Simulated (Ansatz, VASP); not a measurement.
## Two plane-wave programs on TiO2 (Anatase)

```
CELL_PARAMETERS angstrom
-1.89210 1.89210 4.75730
1.89210 -1.89210 4.75730
1.89210 1.89210 -4.75730
ATOMIC_POSITIONS crystal
Ti 0.00000 0.00000 0.00000
Ti 0.75000 0.25000 0.50000
O 0.20810 0.20810 0.00000
O 0.95810 0.45810 0.50000
O 0.54190 0.04190 0.50000
O 0.79190 0.79190 0.00000
```

Alike in both runs: task single point; functional PBEsol; k mesh 6 × 6 × 6; occupations gaussian, width 0.1 eV; no spin polarisation.

|  | VASP | Ansatz |
| --- | --- | --- |
| version | VASP 6.6.1 | Ansatz 0.2.0 |
| potentials or method | VASP PAW PBE potentials, release 64 (Ti_sv, O) | scalar-relativistic, plane waves, PAW |
| plane-wave cutoff (eV) | 520 | 420 |
| valence electrons in the cell | 48 | 48 |

Ansatz gave:

```
gap on the k mesh at the Fermi level (eV)       : 2.12
least direct gap on the mesh (eV)               : 2.43
pressure (GPa)                                  : -1.1
largest component of the traceless stress (GPa) : 0.60
rms of the force components (eV/Å)              : 0.005
```

What did VASP give for the same quantities?

gap on the k mesh at the Fermi level (eV): 2.10; least direct gap on the mesh (eV): 2.41; pressure (GPa): -0.4; largest component of the traceless stress (GPa): 0.66; rms of the force components (eV/Å): 0.005.

Atom by atom the forces differ by 0.010 eV/Å (rms over components).

Caveats: the PAW data sets were made with another functional, which shifts forces and pressure a little (VASP). A k mesh can miss the band edges.
